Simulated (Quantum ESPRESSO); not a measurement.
# GaAs (F-43m) in Quantum ESPRESSO: notebook

Runs on GaAs. Level: rev-vdW-DF2. Tasks: single point, equation of state.

Everything below comes from runs of Quantum ESPRESSO 7.5. Logs are shortened: lines on timing, memory, paths and dates and some standing lists are left out, and cuts for length are marked.

**1. Starting point**

It takes space group F-43m (No. 216, cubic). Conventional cell: a = 5.654 Å, b = 5.654 Å, c = 5.654 Å, α = 90.00°, β = 90.00°, γ = 90.00°. Around As (site symmetry -43m) lie 4 Ga at 2.45 Å. Ga (site symmetry -43m) has 4 As at 2.45 Å as nearest neighbours.

**2. Single point, rev-vdW-DF2, 21.23 Å³/atom**

pw.in

```
&CONTROL
  calculation = 'scf'
  prefix = 'pwscf'
  outdir = './tmp'
  pseudo_dir = './pseudo'
  tprnfor = .true.
  tstress = .true.
  disk_io = 'nowf'
/
&SYSTEM
  ibrav = 0
  nat = 2
  ntyp = 2
  ecutwfc = 84
  nbnd = 21
  input_dft = 'vdw-df2-b86r'
  occupations = 'smearing'
  smearing = 'fd'
  degauss = 0.00367493
/
&ELECTRONS
  conv_thr = 4d-10
  electron_maxstep = 120
  mixing_beta = 0.5
/
ATOMIC_SPECIES
As    74.9216 As.upf
Ga    69.7230 Ga.upf
CELL_PARAMETERS angstrom
   0.0000000000    2.7691429914    2.7691429914
   2.7691429914    0.0000000000    2.7691429914
   2.7691429914    2.7691429914    0.0000000000
ATOMIC_POSITIONS crystal
As     0.7500000000    0.7500000000    0.7500000000
Ga     0.0000000000    0.0000000000    0.0000000000
K_POINTS automatic
8 8 8 0 0 0
```

Potentials or basis: PseudoDojo 0.4.1 SR PBE standard.

Launch:

```
> OMP_NUM_THREADS=1 pw.x -in pw.in > pw.out
```

pw.out:

```text
This program is part of the open-source Quantum ESPRESSO suite
     for quantum simulation of materials; please cite
         "P. Giannozzi et al., J. Phys.:Condens. Matter 21 395502 (2009);
         "P. Giannozzi et al., J. Phys.:Condens. Matter 29 465901 (2017);
         "P. Giannozzi et al., J. Chem. Phys. 152 154105 (2020);
     in publications or presentations arising from this work. More details at

     IMPORTANT: XC functional enforced from input :
     Exchange-correlation= VDW-DF2-B86R
                           (   1   4  26   0   2   0   0)
     Any further DFT definition will be discarded
     Please, verify this is what you really want

     Message from routine setup:
     using ibrav=0 with symmetry is DISCOURAGED, use correct ibrav instead

     G-vector sticks info
     --------------------
     sticks:   dense  smooth     PW     G-vecs:    dense   smooth      PW
     Sum        1273    1273    367                29939    29939    4693

     Using Slab Decomposition

     bravais-lattice index     =            0
     lattice parameter (alat)  =       7.4005  a.u.
     unit-cell volume          =     286.5911 (a.u.)^3
     number of atoms/cell      =            2
     number of atomic types    =            2
     number of electrons       =        28.00
     number of Kohn-Sham states=           21
     kinetic-energy cutoff     =      84.0000  Ry
     charge density cutoff     =     336.0000  Ry
     scf convergence threshold =      4.0E-10
     mixing beta               =       0.5000
     number of iterations used =            8  plain     mixing
     Exchange-correlation= VDW-DF2-B86R
                           (   1   4  26   0   2   0   0)

     celldm(1)=   7.400469  celldm(2)=   0.000000  celldm(3)=   0.000000
     celldm(4)=   0.000000  celldm(5)=   0.000000  celldm(6)=   0.000000

     crystal axes: (cart. coord. in units of alat)
               a(1) = (   0.000000   0.707107   0.707107 )
               a(2) = (   0.707107   0.000000   0.707107 )
               a(3) = (   0.707107   0.707107   0.000000 )

     reciprocal axes: (cart. coord. in units 2 pi/alat)
               b(1) = ( -0.707107  0.707107  0.707107 )
               b(2) = (  0.707107 -0.707107  0.707107 )
               b(3) = (  0.707107  0.707107 -0.707107 )

     PseudoPot. # 1 for As read from file:
     As.upf
     Pseudo is Norm-conserving + core correction, Zval = 15.0
     Generated using ONCVPSP code by D. R. Hamann
     Using radial grid of 1358 points,  6 beta functions with:
                l(1) =   0
                l(2) =   0
                l(3) =   1
                l(4) =   1
                l(5) =   2
                l(6) =   2

     PseudoPot. # 2 for Ga read from file:
     Ga.upf
     Pseudo is Norm-conserving + core correction, Zval = 13.0
     Generated using ONCVPSP code by D. R. Hamann
     Using radial grid of 1902 points,  6 beta functions with:
                l(1) =   0
                l(2) =   0
                l(3) =   1
                l(4) =   1
                l(5) =   2
                l(6) =   2

     atomic species   valence    mass     pseudopotential
     As               15.00    74.92160     As( 1.00)
     Ga               13.00    69.72300     Ga( 1.00)

     24 Sym. Ops. (no inversion) found

   Cartesian axes

     site n.     atom                  positions (alat units)
         1        As     tau(   1) = (   1.0606602   1.0606602   1.0606602  )
         2        Ga     tau(   2) = (   0.0000000   0.0000000   0.0000000  )

     number of k points=    29  Fermi-Dirac smearing, width (Ry)=  0.0037
                       cart. coord. in units 2pi/alat
        k(    1) = (   0.0000000   0.0000000   0.0000000), wk =   0.0039062
        k(    2) = (   0.0883883   0.0883883  -0.0883883), wk =   0.0312500
        k(    3) = (   0.1767767   0.1767767  -0.1767767), wk =   0.0312500
        k(    4) = (   0.2651650   0.2651650  -0.2651650), wk =   0.0312500
        k(    5) = (  -0.3535534  -0.3535534   0.3535534), wk =   0.0156250
        k(    6) = (   0.1767767   0.0000000   0.0000000), wk =   0.0234375
[... 21 lines left out ...]
        k(   28) = (  -0.7071068   0.1767767  -0.0000000), wk =   0.0468750
        k(   29) = (  -0.7071068   0.3535534   0.0000000), wk =   0.0234375

     Dense  grid:    29939 G-vectors     FFT dimensions: (  45,  45,  45)

     Initial potential from superposition of free atoms

     starting charge      27.9971, renormalised to      28.0000

     %%%%%%%%%%%%%%%%%%%%%%%%%%%%%%%%%%%%%%%%%%%%%%%%%%%%%%%%%%%%%%%%%%%%%%%%
     %                                                                      %
     % You are using vdW-DF, which was implemented by the Thonhauser group. %
     % Please cite the following two papers that made this development      %
     % possible and the two reviews that describe the various versions:     %
     %                                                                      %
     %   T. Thonhauser et al., PRL 115, 136402 (2015).                      %
     %   T. Thonhauser et al., PRB 76, 125112 (2007).                       %
     %   K. Berland et al., Rep. Prog. Phys. 78, 066501 (2015).             %
     %   D.C. Langreth et al., J. Phys.: Condens. Matter 21, 084203 (2009). %
     %                                                                      %
     % If you are calculating stress with vdW-DF, please also cite:         %
     %                                                                      %
     %   R. Sabatini et al., J. Phys.: Condens. Matter 24, 424209 (2012).   %
     %                                                                      %
     %%%%%%%%%%%%%%%%%%%%%%%%%%%%%%%%%%%%%%%%%%%%%%%%%%%%%%%%%%%%%%%%%%%%%%%%

     %%%%%%%%%%%%%%%%%%%%%%%%%%%%%%%%%%%%%%%%%%%%%%%%%%%%%%%%%%%%%%%%%%%%%%%%
     %                                                                      %
     %  vdW-DF NEWS:                                                        %
     %                                                                      %
     %  * vdW-DF3 is now available. DOI: 10.1021/acs.jctc.0c00471           %
     %    use with input_dft = 'vdW-DF3-opt1' or 'vdW-DF3-opt2'             %
     %                                                                      %
     %  * Unscreened and range-separated hybrid vdW-DF-cx functionals       %
     %    DOI: 10.1063/1.4986522 and 10.1088/1361-648X/ac2ad2               %
     %    use with input_dft = 'vdW-DF-cx0'    and 'vdW-DF-ahcx'            %
     %  * Unscreened and range-separated hybrid vdW-DF2-b86r functionals    %
     %    DOI: 10.1063/1.4986522 and DOI: 10.1103/PhysRevX.12.041003        %
     %    use with input_dft = 'vdW-DF2-br0' and 'vdW-DF2-ahbr'             %
     %                                                                      %
     %%%%%%%%%%%%%%%%%%%%%%%%%%%%%%%%%%%%%%%%%%%%%%%%%%%%%%%%%%%%%%%%%%%%%%%%

     Starting wfcs are   18 randomized atomic wfcs +    3 random wfcs

     Self-consistent Calculation

     iteration #  1     ecut=    84.00 Ry     beta= 0.50
     Davidson diagonalization with overlap
     ethr =  1.00E-02,  avg # of iterations =  5.5

     Threshold (ethr) on eigenvalues was too large:
     Diagonalizing with lowered threshold

     Davidson diagonalization with overlap
     ethr =  2.24E-04,  avg # of iterations =  2.4

     total energy              =    -364.70666281 Ry
     estimated scf accuracy    <       0.06388884 Ry

     iteration #  2     ecut=    84.00 Ry     beta= 0.50
     Davidson diagonalization with overlap
     ethr =  2.28E-04,  avg # of iterations =  1.9
[... 43 lines left out ...]
     total energy              =    -364.71409648 Ry
     estimated scf accuracy    <          1.2E-09 Ry

     iteration #  9     ecut=    84.00 Ry     beta= 0.50
     Davidson diagonalization with overlap
     ethr =  4.32E-12,  avg # of iterations =  2.0

     End of self-consistent calculation

          k = 0.0000 0.0000 0.0000 (  3719 PWs)   bands (ev):

   -25.4761 -25.4761 -25.4761 -25.4628 -25.4628  -5.3312  -5.3312  -5.3312
    -5.2351  -5.2351  -3.6775   9.5542   9.5542   9.5542  10.3578  13.3271
    13.3271  13.3271  17.3186  20.0182  20.0182

          k = 0.0884 0.0884-0.0884 (  3737 PWs)   bands (ev):

   -25.4761 -25.4759 -25.4759 -25.4627 -25.4627  -5.3513  -5.3267  -5.3267
    -5.2354  -5.2354  -3.4767   7.5671   9.2960   9.2960  11.3401  13.6998
    13.6998  13.8704  18.2963  19.0632  19.0632
[... 13 lines left out ...]
          k =-0.3536-0.3536 0.3536 (  3750 PWs)   bands (ev):

   -25.4758 -25.4750 -25.4750 -25.4624 -25.4624  -5.4406  -5.3071  -5.3071
    -5.2304  -5.2304  -1.7277   2.5567   8.3214   8.3214  10.6550  14.2557
    14.2557  17.3816  20.3633  21.8482  21.8482

          k = 0.1768 0.0000 0.0000 (  3715 PWs)   bands (ev):

   -25.4763 -25.4757 -25.4757 -25.4629 -25.4626  -5.3614  -5.3225  -5.3225
    -5.2390  -5.2329  -3.4104   7.5765   8.8357   8.8357  12.1323  12.6837
    14.3601  14.3601  17.7354  18.6934  20.2816

          k = 0.2652 0.0884-0.0884 (  3719 PWs)   bands (ev):

   -25.4763 -25.4754 -25.4753 -25.4629 -25.4624  -5.3936  -5.3144  -5.3124
    -5.2422  -5.2310  -2.9713   5.8213   8.2999   8.3090  12.2103  13.0941
    15.1397  15.2258  17.6328  19.9187  20.0571
[... 19 lines left out ...]
          k =-0.0884-0.2652 0.2652 (  3730 PWs)   bands (ev):

   -25.4759 -25.4753 -25.4752 -25.4627 -25.4624  -5.4133  -5.3114  -5.3088
    -5.2381  -5.2326  -2.5215   4.5236   7.2908   8.7743  12.0190  14.3865
    14.4023  15.8708  18.0594  19.5428  21.0186

          k = 0.0000-0.1768 0.1768 (  3705 PWs)   bands (ev):

   -25.4761 -25.4757 -25.4755 -25.4628 -25.4625  -5.3780  -5.3216  -5.3173
    -5.2380  -5.2337  -3.1568   6.3424   8.0718   9.2523  12.0449  13.7249
    13.8273  15.1154  17.9974  19.0012  19.5951

          k = 0.3536 0.0000 0.0000 (  3727 PWs)   bands (ev):

   -25.4767 -25.4749 -25.4749 -25.4631 -25.4621  -5.4174  -5.3009  -5.3009
    -5.2506  -5.2276  -2.6658   5.3686   7.7246   7.7246  11.5004  12.9412
    16.3881  16.3881  17.2610  21.0678  21.3407

          k = 0.4419 0.0884-0.0884 (  3725 PWs)   bands (ev):

   -25.4767 -25.4745 -25.4745 -25.4631 -25.4619  -5.4411  -5.2932  -5.2906
    -5.2539  -5.2255  -2.0686   4.1037   6.9503   7.3710  11.6504  12.9584
    16.1993  16.9943  19.4479  21.8064  22.1028
[... 7 lines left out ...]
          k =-0.0884-0.4419 0.4419 (  3732 PWs)   bands (ev):

   -25.4758 -25.4749 -25.4745 -25.4627 -25.4622  -5.4505  -5.2975  -5.2897
    -5.2415  -5.2327  -1.3126   2.8542   5.6349   7.6717  11.9948  15.1993
    16.1746  17.1670  18.3796  19.5773  22.5193

          k = 0.0000-0.3536 0.3536 (  3733 PWs)   bands (ev):

   -25.4756 -25.4751 -25.4749 -25.4625 -25.4625  -5.4355  -5.3021  -5.2994
    -5.2379  -5.2353  -1.8801   3.6834   5.9321   8.2345  12.3852  15.3394
    15.3557  15.5858  18.1447  20.2289  22.7144

          k = 0.5303-0.0000 0.0000 (  3720 PWs)   bands (ev):

   -25.4771 -25.4740 -25.4740 -25.4634 -25.4616  -5.4605  -5.2785  -5.2785
    -5.2637  -5.2223  -1.6134   3.4162   6.9425   6.9425  10.9473  11.8370
    18.6270  18.6270  19.3750  22.3392  23.6613

          k =-0.0884-0.6187 0.6187 (  3734 PWs)   bands (ev):

   -25.4770 -25.4739 -25.4738 -25.4633 -25.4616  -5.4687  -5.2784  -5.2737
    -5.2618  -5.2226  -1.0985   2.7155   6.1955   6.8509  11.2051  12.2358
    18.3860  18.8651  20.7382  22.4881  23.0196

          k = 0.0000-0.5303 0.5303 (  3727 PWs)   bands (ev):

   -25.4764 -25.4743 -25.4740 -25.4630 -25.4618  -5.4632  -5.2873  -5.2776
    -5.2530  -5.2277  -0.9537   2.6168   5.3922   7.1181  11.4857  14.3182
    17.8069  17.8898  18.5453  20.4215  24.4008

          k =-0.7071 0.0000 0.0000 (  3740 PWs)   bands (ev):

   -25.4773 -25.4737 -25.4737 -25.4635 -25.4614  -5.4762  -5.2693  -5.2689
    -5.2689  -5.2202  -0.9185   2.4133   6.6681   6.6681  10.9272  11.1808
    20.1484  20.1484  21.0154  23.4147  23.4815

          k = 0.3536 0.1768 0.0000 (  3727 PWs)   bands (ev):

   -25.4763 -25.4750 -25.4749 -25.4629 -25.4622  -5.4207  -5.3054  -5.3020
    -5.2457  -5.2292  -2.4518   4.7189   6.9651   8.1508  12.6954  13.2149
    14.9824  16.0912  18.2978  20.8092  21.3628

          k =-0.2652-0.4419 0.6187 (  3731 PWs)   bands (ev):

   -25.4760 -25.4750 -25.4745 -25.4628 -25.4621  -5.4418  -5.3008  -5.2938
    -5.2440  -5.2296  -1.7541   3.4088   6.2785   7.6770  12.7756  13.8234
    15.2049  16.6895  19.3883  20.7308  22.2029
[... 13 lines left out ...]
          k =-0.0884-0.4419 0.6187 (  3731 PWs)   bands (ev):

   -25.4762 -25.4748 -25.4739 -25.4630 -25.4619  -5.4599  -5.2911  -5.2793
    -5.2500  -5.2291  -1.0312   2.7254   5.6088   6.6859  12.5926  14.4101
    15.6044  17.6593  19.3441  22.2011  22.9833

          k = 0.0000-0.3536 0.5303 (  3737 PWs)   bands (ev):

   -25.4757 -25.4752 -25.4741 -25.4628 -25.4621  -5.4539  -5.2960  -5.2834
    -5.2450  -5.2323  -1.1892   2.9103   5.4548   7.0545  12.9833  14.9259
    15.1498  17.5126  18.5802  20.3366  24.1370

          k =-0.7071 0.1768-0.0000 (  3732 PWs)   bands (ev):

   -25.4768 -25.4742 -25.4737 -25.4632 -25.4616  -5.4693  -5.2797  -5.2752
    -5.2578  -5.2244  -0.8827   2.5094   6.1687   6.2615  12.0915  12.3547
    17.9968  18.2072  21.0187  22.3369  23.3609

          k =-0.7071 0.3536 0.0000 (  3704 PWs)   bands (ev):

   -25.4758 -25.4752 -25.4737 -25.4629 -25.4619  -5.4615  -5.2913  -5.2769
    -5.2483  -5.2312  -0.8461   2.6193   5.7459   5.9366  14.3365  14.4033
    15.1518  15.6808  21.0828  22.2960  23.3134

     the Fermi energy is     9.9842 ev

!    total energy              =    -364.71409648 Ry
     estimated scf accuracy    <          2.9E-10 Ry
     smearing contrib. (-TS)   =      -0.00000015 Ry
     internal energy E=F+TS    =    -364.71409633 Ry

     The total energy is F=E-TS. E is the sum of the following terms:
     one-electron contribution =    -185.17248904 Ry
     hartree contribution      =     111.92537738 Ry
     xc contribution           =     -88.98061618 Ry
     ewald contribution        =    -202.48636849 Ry

     convergence has been achieved in   9 iterations

     Forces acting on atoms (cartesian axes, Ry/au):

     atom    1 type  1   force =     0.00000000    0.00000000    0.00000000
     atom    2 type  2   force =     0.00000000    0.00000000    0.00000000

     Total force =     0.000000     Total SCF correction =     0.000000

     Computing stress (Cartesian axis) and pressure

          total   stress  (Ry/bohr**3)                   (kbar)     P=       65.08
   0.00044238  -0.00000000   0.00000000           65.08       -0.00        0.00
   0.00000000   0.00044238  -0.00000000            0.00       65.08       -0.00
   0.00000000  -0.00000000   0.00044238            0.00       -0.00       65.08

=------------------------------------------------------------------------------=
   JOB DONE.
=------------------------------------------------------------------------------=
```

It took 1.7 min on 1 thread of Arm Neoverse V1, shared host; peak memory 0.14 GiB.

Results:

| Property | Result |
| --- | --- |
| Free energy | -4962.1881 eV |
| Pressure | 6.5 GPa |
| Band gap on the k mesh | 0.80 eV, direct |

Caveat: the potentials were made for another functional, which shifts forces and pressure.

(Part 1 of 2 ends here.)
